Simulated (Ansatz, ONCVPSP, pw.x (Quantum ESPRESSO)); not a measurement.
chlorine: one change to the ONCV potential, in the atom and in the bcc crystal

| Quantity | Value |
| --- | --- |
| Element | Cl |
| Generator | ONCVPSP 4.0.1.1 (patched build) |
| Type | optimised norm-conserving Vanderbilt (ONCV) |
| Functional | PBE |
| Relativity | scalar-relativistic |
| Frozen core | [Ne] |
| Valence charge | 7 |
| Reference configuration | 3s2 3p5 |
| Partial waves | 3s: rc 1.35 bohr, ncon 4, nbas 7, qcut 5.3 1/bohr, 2 projectors, debl 1.6 Ha; 3p: rc 1.25 bohr, ncon 4, nbas 8, qcut 7.7 1/bohr, 1 projector |
| Local potential | polynomial inside 1.10 bohr (lpopt 2, dvloc0 3 Ha) |
| Core correction | polynomial model core, fcfact 0.2 |

Change: all radii but the core radius scaled by about 1.14 (s 1.54, p 1.42 bohr); local potential polynomial inside 1.26 bohr (lpopt 2, dvloc0 3 Ha).

Cutoffs, loose and tight: the cutoffs (Ha) at which the residual kinetic energy of the hardest occupied pseudo-wave falls to 1 and 0.1 mHa per electron. They do not see the model core or the augmentation charge, which bear on the density cutoff. Test errors are all-electron minus pseudo excitation energies from the reference, over the configurations 3s2 3p4; 3s2 3p3; 3s2 3p2; 3s1 3p6; variants that change the core or the reference have their own tests.

Crystal test: bcc Cl in pw.x 7.5, no spin, 13³ k-points, Fermi–Dirac smearing 0.01 Ry, cutoffs set for each file from its atomic test. The reference is all-electron LAPW (Ansatz 0.2.0) with the same functional, mesh and smearing; V0 and B0 come from Birch–Murnaghan fits to the pressures at five volumes. Errors are pseudo minus all-electron; Δ is the rms difference of the E(V) curves that follow from these fits, minima aligned, over ±6 % about the mean V0. Mesh and smearing are coarse, so the numbers serve the comparison and aren't converged zero-temperature values; the lattice is a test structure that the element need not adopt.

All-electron: a0 = 3.519 Å (V0 = 21.78 Å³/atom), B0 = 28.3 GPa.

**Question.** Does the change bring the crystal closer to the all-electron result?

**Answer.** The mean pressure error goes from +0.86 to +1.21 GPa, so the change moves the solid further from the all-electron pressures.

```tsv
quantity	base	changed
outcome (atom)	generated	generated
cutoff, loose (atom)	18 Ha	15 Ha
cutoff, tight (atom)	56 Ha	43 Ha
bound ghosts (atom)	none	none
largest test error (meV) (atom)	+71	+77
cutoffs in pw.x (Ry)	130/520	100/400
a0 (Å)	3.553	3.566
a0 error (%)	+0.98	+1.34
B0 error (%)	-2.2	-3.3
Δ (meV/atom)	4.0	5.5
mean pressure error (GPa)	+0.86	+1.21
```

Base: This is a poor potential for the solid. Changed file: This is a poor potential for the solid.
